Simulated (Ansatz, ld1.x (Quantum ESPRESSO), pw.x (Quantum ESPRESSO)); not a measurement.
thallium (Tl): one change to the PAW potential, in the atom and in the sc crystal

ld1.x (Quantum ESPRESSO) 7.5 input, shortened:

```
&input
   title='Tl', zed=81., rel=1, dft='PBE', iswitch=3,
   config='[Xe] 4f14 5d10 6s2 6p1'
 /
 &inputp
   pseudotype=3, lpaw=.true., tm=.true., lloc=-1, rcloc=2.15,
   nlcc=.true.,
   which_augfun='PSQ', rmatch_augfun_nc=.true.
 /
4
6S  1  0   2.00   0.00  1.80  2.20  0.0
6S  1  0   0.00   2.20  1.80  2.20  0.0
6P  2  1   1.00   0.00  2.00  2.75  0.0
6P  2  1   0.00   0.40  2.00  2.75  0.0
 &test
   configts(1)='6s2 6p1'
 /
```

Change: all radii but the core radius scaled by about 1.05 (s 2.32, p 2.90 bohr, rcut 1.90/2.10); local potential all-electron potential smoothed inside 2.26 bohr (lloc = -1).

Cutoffs, loose and tight: the cutoffs (Ry, on a coarse ladder) from which the occupation-weighted sum of valence levels, in a spherical-Bessel basis at the reference potential, stays within 10 and 1 mRy of its value at 400 Ry. They do not see the model core or the augmentation charge, which bear on the density cutoff. Test errors are all-electron minus pseudo excitation energies from the reference, over the configurations 6s2 6p0; 6s1 6p0; 6s2 6p0.5; 6s2 6p1.3; 6s0 6p3; 6s1 6p1; 6s1 6p2; variants that change the core or the reference have their own tests.

Crystal test: sc Tl in pw.x 7.5, no spin, 10³ k-points, Fermi–Dirac smearing 0.01 Ry, cutoffs set for each file from its atomic test. The reference is all-electron LAPW (Ansatz 0.2.0) with the same functional, mesh and smearing; V0 and B0 come from Birch–Murnaghan fits to the pressures at five volumes. Errors are pseudo minus all-electron; Δ is the rms difference of the E(V) curves that follow from these fits, minima aligned, over ±6 % about the mean V0. Mesh and smearing are coarse, so the numbers serve the comparison and aren't converged zero-temperature values; the lattice is a test structure that the element need not adopt.

All-electron: a0 = 3.252 Å (V0 = 34.39 Å³/atom), B0 = 21.3 GPa.

Task: Does the change bring the crystal closer to the all-electron result?

Result: The mean pressure error goes from -11.63 to -10.79 GPa, a small move against the size of the error. Neither pressure curve crosses zero within the volumes sampled, so no fits are given.

```json
{"quantity": "outcome (atom)", "base": "generated", "changed": "generated"}
{"quantity": "cutoff, loose (atom)", "base": "6 Ry", "changed": "6 Ry"}
{"quantity": "cutoff, tight (atom)", "base": "10 Ry", "changed": "8 Ry"}
{"quantity": "bound ghosts (atom)", "base": "none", "changed": "none"}
{"quantity": "largest test error (meV) (atom)", "base": "-426", "changed": "-426"}
{"quantity": "cutoffs in pw.x (Ry)", "base": "40/320", "changed": "40/320"}
{"quantity": "mean pressure error (GPa)", "base": "-11.63", "changed": "-10.79"}
```

Base: This is a poor potential for the solid. The pseudo pressure rises with volume over the whole range, a mechanical instability. Changed file: This is a poor potential for the solid. The pseudo pressure rises with volume over the whole range, a mechanical instability.
